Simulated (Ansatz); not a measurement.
**Li2S: settings compared (Ansatz)**

The command:

```bash
ansatz run input.yaml --threads 1 --pin off --max-ram 2560MiB --backend cpu --events-out ev --progress --plain --runs-dir out
```

input.yaml:

```yaml
crystal:
  lattice:
    - [0.0, 2.882566, 2.882566]
    - [2.882566, 0.0, 2.882566]
    - [2.882566, 2.882566, 0.0]
  atoms:
    - { symbol: Li, position: [0.25, 0.25, 0.25] }
    - { symbol: Li, position: [0.75, 0.75, 0.75] }
    - { symbol: S, position: [0.0, 0.0, 0.0] }
  symmetry: { tolerance: 0.0003 }
kpoints:
  mp_grid: { grid: [5, 5, 5], shift: [0, 0, 0] }
magnetization:
  spin_polarized: false
scf:
  occupations: { method: tetrahedron }
hamiltonian:
  pseudopotentials: { kind: paw }
  xc: r2scan
basis:
  ecutwfc: 500
output:
  forces: true
  stress: true
  eigenvalues: true
relax:
  max_steps: 40
  cell: {}
```

Origin of the cell: a database entry, scaled a little.

Output of this run (shortened):

```
Warning: relax: with tetrahedron occupations the Hellmann–Feynman forces and the energy need not agree along the walk (scf.occupations.method in the input reference, under Limitations); prefe […]
Warning: output.forces, output.stress, relax.cell or npt_langevin: where a Kohn–Sham band that disperses or a degenerate level is filled in part under the method tetrahedron, the forces or th […]
Pseudopotentials: kind: paw
Pseudopotential: Li, paw, valence charge 3, recommended cutoff 500 eV (meta_gga), Li.paw.azcp
Pseudopotential: S, paw, valence charge 6, recommended cutoff 500 eV (meta_gga), S.paw.azcp
Functional definition: r2SCAN
  exchange = r2scan_x(k0 = k0, k1 = k1, a1 = a1)
  correlation = r2scan_c
Crystal: 3 atoms, lattice volume = 47.904 Å³
Basis set: ecut = 500 eV, 1243 PW (Γ), exchange–correlation on 120×120×120 points (64 copies of the dense FFT grid, shifted against one another)
Bands: 10, of which v1, the nominal top of the filled ones, is band 6 counted from 1 (5 counted from 0)
[… 8 lines left out …]
Initial density: superposition of atomic densities (neutral atoms: chi_scale 0, normalization atom), corrected by the library's trained network
Functional: x = r2scan, c = r2scan; τ floored in thin density (d = 2e-4 eV/Å³)
SCF iter   1: F=—  HF=-1320.543515 eV  Δρ=3.56e-3  dr2=3.10e-3  dr2_τ=5.99e-3
SCF iter   2: F=—  HF=-1320.605711 eV  Δρ=1.99e-3  dr2=1.23e-3  dr2_τ=3.01e-5
SCF iter   3: F=—  HF=-1320.606103 eV  Δρ=3.39e-4  dr2=9.40e-5  dr2_τ=8.23e-6
SCF iter   4: F=—  HF=-1320.606127 eV  Δρ=8.02e-5  dr2=2.05e-6  dr2_τ=2.24e-7
SCF iter   5: F=—  HF=-1320.606132 eV  Δρ=3.51e-5  dr2=5.83e-7  dr2_τ=4.24e-8
SCF iter   6: F=—  HF=-1320.606132 eV  Δρ=1.12e-5  dr2=8.23e-8  dr2_τ=3.72e-9
SCF iter   7: F=—  HF=-1320.606132 eV  Δρ=2.69e-6  dr2=4.68e-9  dr2_τ=8.56e-11
SCF iter   8: F=—  HF=-1320.606132 eV  Δρ=4.00e-7  dr2=5.68e-11  dr2_τ=1.61e-12
SCF iter   9: F=-1320.606132 eV  HF=-1320.606132 eV  Δρ=3.98e-8  dr2=7.20e-13  dr2_τ=1.84e-14
relax step   1: F+E_penalty+E_count = -1320.606132 eV  Δ(F+E_penalty+E_count) = +0.000e0 eV  max|allowed force component| = 9.637e-18 eV/Å  Δτ_max = 0.0000 Å  P = -1.524 GPa  Ω = 47.904 Å³  (9 SCF iters, accepted)
relax step   2: F+E_penalty+E_count = -1320.614329 eV  Δ(F+E_penalty+E_count) = -8.198e-3 eV  max|allowed force component| = 4.780e-17 eV/Å  Δτ_max = 0.0000 Å  P = -0.493 GPa  Ω = 46.633 Å³ […]
relax step   3: F+E_penalty+E_count = -1320.615237 eV  Δ(F+E_penalty+E_count) = -9.075e-4 eV  max|allowed force component| = 8.943e-17 eV/Å  Δτ_max = 0.0000 Å  P = +0.029 GPa  Ω = 46.049 Å³ […]
relax step   4: F+E_penalty+E_count = -1320.615069 eV  Δ(F+E_penalty+E_count) = +1.679e-4 eV  max|allowed force component| = 3.547e-17 eV/Å  Δτ_max = 0.0000 Å  P = +0.029 GPa  Ω = 46.049 Å³  stress off target by 2.88e-2 GPa […]
SCF 4 converged in 4 iterations: F = -1320.615069 eV  dr2 = 2.66e-11
basis re-selected at this cell: Δ(F+E_penalty+E_count) = +1.679e-4 eV, ΔP = -0.001 GPa vs the last step (what re-selecting the basis moved, of the pressure what is left beyond the Pulay corre […]
SCF converged after 4 iterations
Stability not checked: this state was not tested for a lower state beside it, because cold or Methfessel-Paxton smearing, or corrected tetrahedra, fill the levels in a way that the test cannot read (fill_not_monotonic; […]
Free energy (F): -1320.615069 eV
Harris-Foulkes:  -1320.615069 eV  (|F-HF|=6.82e-11)
Internal energy: -1320.615069 eV  (E = F + TS)
E sigma→0 (E₀):  -1320.615069 eV
Fermi energy:    2.099431 eV
--- Per-component energies (eV) ---
  E_band       = -187.017694
  E_kinetic    = 152.827744
  E_local      = -368.202544  (includes V_loc(G=0)·N_el)
  E_nonlocal   = -38.375951
  E_hartree    = 112.137615
  E_xc         = -114.442223
  E_vxc        = -126.828522  (∫ρ·V_xc dr)
  E_paw        = -653.273672  (= ΣΔE_a)
  E_vpaw       = -37.084414  (= ΣTr[D̂ρ^β])
  E_aug_tail   = -0.000207  (compensation charges beyond the density's cutoff)
  E_vtau       = 6.371008  (kinetic-family band-sum trace: ∫τ·v_τ [+ j·A + Jᵃ·Aᵃ] dr)
  E_ewald      = -411.176064
  E_core_change = -0.109767  (= ΣΔE_core)
  E_smearing   = -0.000000  (= −TS)
  Σ components = -1320.615069   (vs F -1320.615069, Δ=0.00e0)
--- Forces (eV/Å), atoms counted from 1 ---
  atom   1  Li     0.000000     0.000000     0.000000
  atom   2  Li    -0.000000    -0.000000    -0.000000
  atom   3  S     -0.000000     0.000000    -0.000000
  max |Σ_I F_I| component: 1.85e-17 eV/Å
--- Stress (GPa, compression-positive) ---
        0.028791      -0.000000      -0.000000
       -0.000000       0.028791       0.000000
       -0.000000       0.000000       0.028791
  P = ⅓ Tr σ = 0.0288 GPa (0.288 kbar)
--- Relaxed structure (3 steps of the walk, 3 accepted, 1 SCFs on fresh bases) ---
  F+E_penalty+E_count = -1320.615069 eV   max|allowed force component| = 3.547e-17 eV/Å   (the final SCF, on the basis selected at the relaxed cell)
  cell:  # Å, volume = 46.0490 Å³
    - [0.0, 2.844876, 2.844876]
    - [2.844876, 0.0, 2.844876]
    - [2.844876, 2.844876, 0.0]
  atoms:
    - { symbol: Li, position: [0.25, 0.25, 0.25] }
    - { symbol: Li, position: [0.750000, 0.750000, 0.750000] }
    - { symbol: S, position: [0.0, 0.0, 0.0] }
```

The same input was run again with these changes:

1. `scf.occupations.method` tetrahedron → cold; `scf.occupations.width` default → 0.005; `scf.lower_state_search` default → standard; `scf.n_extra_bands` default → 32
2. `magnetization` { spin_polarized: false } → { spin_polarized: true } (starts: small); `scf.lower_state_search` default → light; typed moments: Li1 0.2, Li2 0.2, S3 0.2
3. `kpoints.mp_grid.grid` [5, 5, 5] → [8, 8, 8]; `scf.eigensolver.kind` default → davidson
4. `basis.xc_grid` default → 3; `scf.mixing.preconditioner` default → resta

```tsv
run	end	SCF iterations	volume (Å³/atom)	max force component (eV/Å)	moment (μB)	ΔE(σ→0) (meV/atom)
base	converged	27	15.35	0.000	–	0
1	converged	23	15.35	0.000	–	0.00
2	converged	38	15.35	0.000	0.00	0.00
3	converged	29	15.35	0.000	–	-0.35
4	converged	27	15.35	0.000	–	0.00
```

Energies are compared only where functional, datasets, charge and starting cell are the same.

Caveats of the base run: forces and stress under tetrahedra may miss the slope of the energy; the relaxation held the start's symmetry, so the end may be a saddle point.

Run 1: the end state was compared with a single point and may differ.
Run 2: a starting moment was lost.

The base run ran for 3.6 s on 1 thread of Intel(R) Xeon(R) 6975P-C (Granite Rapids), with other jobs on the host, peak memory 0.53 GiB, from the program's own first density.
